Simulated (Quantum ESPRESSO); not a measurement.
# Bi under changes of volume

One of the cells (31.117 Å³/atom); the others are scaled copies at fixed shape and fractional positions:

```
CELL_PARAMETERS angstrom
-1.98143 1.98143 1.98143
1.98143 -1.98143 1.98143
1.98143 1.98143 -1.98143
ATOMIC_POSITIONS crystal
Bi 0.00000 0.00000 0.00000
```

This isn't the form of Bi at room conditions, which is rhombohedral.

| Quantity | Value |
| --- | --- |
| Program | Quantum ESPRESSO 7.5 |
| Functional | LDA |
| Potentials or basis | PseudoDojo 0.4.1 SR LDA standard |
| Cutoff | 952 eV |
| Density cutoff | 3810 eV |
| k mesh | 9 × 9 × 9 |
| Occupations | fermi-dirac, width 0.05 eV |
| Spin | no spin polarisation |

```tsv
volume (Å³/atom)	energy over the lowest point (meV/atom)	pressure (GPa)
29.250	0.00	0.3
29.872	?	?
30.495	7.60	-2.2
31.117	18.35	-3.3
31.739	33.00	-4.2
32.362	51.03	-5.0
32.984	71.96	-5.7
```

What does the run at 29.872 Å³/atom give?

Energy over the lowest point 1.31 meV/atom; pressure -1.0 GPa.

Worked out: A Birch-Murnaghan fit of order 3 (a polynomial in V^(-2/3)) to the other rows has its minimum at 29.42 Å³/atom with B0 = V·E''(V) = 68 GPa and B' = 5.4. It gives 1.25 meV/atom at 29.872 Å³/atom, against the run's 1.31, and -dE/dV = -1.0 GPa, against -1.0.

Energies are extrapolated to zero smearing.
